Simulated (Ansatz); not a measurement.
**Sc (bcc type): how the settings move a relaxation**

Question: which choices in the input matter for Sc (bcc type)?

Computed with Ansatz 0.2.0 (reference: DFT, PBE, PAW with Ansatz's default frozen-core files, scalar-relativistic, unless a step's input says otherwise).

**1. Starting point**

The structure is cubic, space group Im-3m (No. 229). Conventional cell: a = 3.671 Å, b = 3.671 Å, c = 3.671 Å, α = 90.00°, β = 90.00°, γ = 90.00°. Around Sc (site symmetry m-3m) lie 8 Sc at 3.18 Å.

Coordinates:

```
CELL_PARAMETERS angstrom
-1.83546 1.83546 1.83546
1.83546 -1.83546 1.83546
1.83546 1.83546 -1.83546
ATOMIC_POSITIONS crystal
Sc 0.00000 0.00000 0.00000
```

**2. The reference run**

Input file input.yaml:

```yaml
crystal:
  lattice:
    - [-1.8354594251, 1.8354594251, 1.8354594251]
    - [1.8354594251, -1.8354594251, 1.8354594251]
    - [1.8354594251, 1.8354594251, -1.8354594251]
  atoms:
    - { symbol: Sc, position: [0.0, 0.0, 0.0] }
kpoints:
  mp_grid: { grid: [16, 16, 16] }
scf:
  occupations: { method: fermi_dirac, width: 0.05 }
hamiltonian:
  xc: pbe
  pseudopotentials: { kind: paw }
output:
  forces: true
  stress: true
relax:
  f_tol: 0.005
  max_steps: 40
  cell: {}
```

On the command line:

```bash
$ ansatz run input.yaml --threads 1 --pin off --max-ram 2048MiB --backend cpu --events-out ev --progress --plain --runs-dir out
```

**3. Variant: mp_grid.shift [0.5, 0.5, 0.5], ecutwfc 250 eV**

input.yaml, as its differences from that of step 2:

```diff
@@ -8,3 +8,3 @@
 kpoints:
-  mp_grid: { grid: [16, 16, 16] }
+  mp_grid: { grid: [16, 16, 16], shift: [0.5, 0.5, 0.5] }
 scf:
@@ -17,2 +17,6 @@
   stress: true
+  write_density: true
+  write_potential: true
+  elf: true
+  volumetric_format: npy
 relax:
@@ -21 +25,3 @@
   cell: {}
+basis:
+  ecutwfc: "250 eV"
```

Q: Predict the outcome of this session. Wanted: for each run, ending; energy change; pressure; gap; force.

The runs gave:

| run | ending | energy change | pressure (GPa) | gap (eV) | force (eV/Å) | cycles | time |
| --- | --- | --- | --- | --- | --- | --- | --- |
| reference | converged | 0 | 0.0 | 0.00 | 0.00 | 13 | 5.6 s |
| 1: mp_grid.shift [0.5, 0.5, 0.5], ecutwfc 250 eV | converged | +299.7 meV/atom | 0.0 | 0.00 | 0.00 | 9 | 2.6 s |

Times don't compare one to one where runs were asked for different outputs or read a saved state (see the inputs); cycles may leave out searches for a lower state.

What this shows: Changing the k-point mesh and cutoff moves the energy by +299.7 meV/atom, and the final volume goes from 24.89 to 24.73 Å³. More than one kind of setting changed, and this run alone doesn't tell their shares apart. The log warns that the cutoff is under what these potentials recommend, so the shift holds truncation error. Run 1 ran under the cutoff that the potentials recommend, as the log warns, so basis error is mixed into its values.
